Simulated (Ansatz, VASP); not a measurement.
Yb: VASP beside Ansatz

The input INCAR:

```
ALGO = Normal ; EDIFF = 1E-6
ENCUT = 520 ; GGA = PE
ISIF = 2 ; ISMEAR = -1
LASPH = T ; LCHARG = F
LREAL = F ; LWAVE = F
NBANDS = 18 ; NELM = 60
PREC = Accurate ; SIGMA = 0.1
```

Contents of KPOINTS:

```
k-points
0
Gamma
  13 13 13
```

Contents of POSCAR:

```
Yb
1.0
    2.4986670421      0.0000000000      0.0000000000
    0.0000000000      2.4986670421      0.0000000000
    0.0000000000      0.0000000000      2.4986670421
Yb
1
Direct
    0.0000000000      0.0000000000      0.0000000000
```

Input for Ansatz:

```yaml
crystal:
  lattice:
    - [2.4986670421, 0.0, 0.0]
    - [0.0, 2.4986670421, 0.0]
    - [0.0, 0.0, 2.4986670421]
  atoms:
    - { symbol: Yb, position: [0.0, 0.0, 0.0] }
kpoints:
  mp_grid: { grid: [13, 13, 13] }
  band_path:
    path:
      - [0.0, 0.0, 0.0]
      - [0.0, 0.5, 0.0]
      - [0.5, 0.5, 0.0]
      - [0.0, 0.0, 0.0]
      - [0.5, 0.5, 0.5]
      - [0.0, 0.5, 0.0]
      - [0.5, 0.5, 0.5]
      - [0.5, 0.5, 0.0]
    npoints: 8
scf:
  occupations: { method: fermi_dirac, width: 0.1 }
hamiltonian:
  xc: pbe
  pseudopotentials: { kind: all_electron, lapw: { basis_error: 0.001 } }
output:
  forces: true
  stress: true
  eigenvalues: true
  populations: true
  dos: { projected: true, de: 0.2, e_range: [-14, 8] }
```

Change from the starting cell: volume scaled by 0.4, LAPW.

Alike in both runs: task single point; functional PBE; k mesh 13 × 13 × 13; occupations fermi-dirac, width 0.1 eV; no spin polarisation.

|  | VASP | Ansatz |
| --- | --- | --- |
| version | VASP 6.6.1 | Ansatz 0.2.0 |
| potentials or method | VASP PAW PBE potentials, release 64 (Yb) | all-electron LAPW, scalar-relativistic |
| plane-wave cutoff (eV) | 520 | see its input |

Ansatz gave:

| Quantity | Value |
| --- | --- |
| pressure (GPa) | 72.1 |

Problem. Estimate VASP's values.

Solution. Pressure (GPa): 73.8.

Ansatz ran all-electron here, so the differences hold the error of VASP's frozen core and of both bases.

Caveats: the cell as given lies far from equilibrium; so large a pressure means that the cell lies far from this level's equilibrium, or that cutoff or potentials fall short (VASP). Spin polarisation is off, so any magnetic state and its effect on volume and gap are missing. Spin-orbit coupling is left out, which matters for the levels of Yb.
